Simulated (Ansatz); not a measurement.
GaSb (F-43m), a film clamped to a substrate

Theory: DFT PBEsol, scalar-relativistic, plane waves, PAW (Ansatz). The runs took a 420 eV cutoff, a Γ-centred 18×18×18 mesh and Gaussian smearing (0.15 eV). Spin–orbit coupling is left out, which matters for the heavy elements here. No spin polarisation. Energies are free energies at this smearing, counted from the undisturbed cell; pressure is positive in compression.

The undisturbed cell (relaxed at this level):

```xyz
2
Lattice="0.0000 3.0556 3.0556 3.0556 0.0000 3.0556 3.0556 3.0556 0.0000" Properties=species:S:1:pos:R:3 pbc="T T T"
Ga    0.0000    0.0000    0.0000
Sb    4.5834    4.5834    4.5834
```

The cell (2 atoms, V0 = 57.06 Å³) is strained by p along both x and y and by q along z, fractional coordinates fixed. τp = (1/V0) ∂E/∂p = (σxx + σyy)(1 + p)(1 + q) and τq = (1/V0) ∂E/∂q = σzz(1 + p)², with tension positive.

```csv
p,q,ΔE (meV/atom),τp (GPa),τq (GPa)
0.000,0.000,0.00,0.00,0.00
-0.025,0.000,14.02,-6.51,-2.04
0.025,0.000,12.30,5.35,1.68
0.000,-0.025,4.61,-2.00,-2.09
0.000,0.025,4.41,1.71,1.96
```

Q: Get the second derivatives of the energy density.

A: Central differences give A = ∂τp/∂p = 237 GPa (C11 + C22 + 2 C12), C = ∂τq/∂q = 81 GPa (C33) and the cross term B = ∂τq/∂p = 74 GPa (C13 + C23); ∂τp/∂q = 74 GPa must equal B, and any difference shows higher-order terms. The ions are clamped. In a cubic crystal C11 = C = 81, C12 = B/2 = 37 GPa and A should be 2(C11 + C12) = 236 GPa; the bulk modulus is (C11 + 2 C12)/3 = 52 GPa.

Q: A film of this crystal grows with z along the normal on a substrate that imposes p. How does its thickness respond, and what does the misfit cost?

A: Count p and q from the stress-free cell. A free surface needs τq = 0, so q = −(B/C) p = -0.92 p. The energy density left is (A − B²/C) p²/2 = M p², with the biaxial modulus M = 85 GPa; a misfit of 1 % costs 1.51 meV/atom, against 2.11 meV/atom if the thickness were held.

The gap closes along the scan, which can put kinks into the curve.

Cost: 25 runs of about 7.6 core-minutes in all, on Intel Xeon 6975P-C (Granite Rapids) (shared hosts).